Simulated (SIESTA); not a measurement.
Here is a SIESTA 5.4.2 calculation.

Contents of Zn.fdf:

```
SystemName                      Zinc
SystemLabel                     Zn
NumberOfSpecies                 1
NumberOfAtoms                   2
%block ChemicalSpeciesLabel
  1  30 Zn
%endblock ChemicalSpeciesLabel

LatticeConstant                 1.0 Ang
%block LatticeVectors
     2.6700000000     0.0000000000     0.0000000000
    -1.3350000000     2.3122878281     0.0000000000
     0.0000000000     0.0000000000     4.9660000000
%endblock LatticeVectors
AtomicCoordinatesFormat         Ang
%block AtomicCoordinatesAndAtomicSpecies
     1.3350000001     0.7707626093     3.7245000000  1
    -0.0000000001     1.5415252188     1.2415000000  1
%endblock AtomicCoordinatesAndAtomicSpecies

%block kgrid.MonkhorstPack
    8   0   0  0.0
    0   8   0  0.0
    0   0   4  0.0
%endblock kgrid.MonkhorstPack
XC.Functional                   GGA
XC.Authors                      PBE
PAO.BasisSize                   DZP
PAO.EnergyShift                 0.003 Ry
Mesh.Cutoff                     800 Ry
OccupationFunction              FD
ElectronicTemperature           0.05 eV
MaxSCFIterations                120
SCF.MustConverge                false
SCF.Mixer.Method                Pulay
SCF.Mixer.Weight                0.25
SCF.Mixer.History               8
SCF.DM.Tolerance                5.0e-05
SCF.H.Tolerance                 1.0e-03 eV
WriteForces                     true
Charge.Mulliken                 end
MD.TypeOfRun                    Broyden
MD.Steps                        40
MD.MaxForceTol                  0.02 eV/Ang
MD.MaxDispl                     0.1 Ang
WriteCoorStep                   true
AtomCoorFormatOut               Fractional
MD.VariableCell                 true
MD.MaxStressTol                 0.1 GPa
%block PAO.Basis
  Zn 5
  n=3 0 2
    2.271 0.000
  n=4 0 2
    6.330 0.000
  n=3 1 2
    2.532 0.000
  n=4 1 1
    6.330
  n=3 2 2
    4.164 0.000
%endblock PAO.Basis
```

Potentials or basis: PseudoDojo 0.4 standard (PBE files), DZP (energy shift 0.003 Ry; two zetas on semicore shells).

Run with:

```bash
$ siesta Zn.fdf > Zn.out 2>&1
```

(1) Estimate the band gap on the k mesh.

(2) Predict the space group after relaxing (to 0.05 Å).

(3) What does it give for the relaxed cell?

(4) Predict the relaxed volume.

## Answers

(1) none (metal or under the smearing width).

(2) P6_3/mmc (No. 194).

(3) a = 2.716 Å, b = 2.716 Å, c = 4.558 Å, α = 90.00°, β = 90.00°, γ = 120.00°.

(4) 14.56 Å³/atom.

Caveat: short orbitals over semicore shells can move pressures by several GPa; the valence orbitals were made in a potential fitted to the semicore shell under them, which widens gaps by tenths of an eV or more; the basis of atomic orbitals isn't converged, which shifts pressures, moduli and gaps.
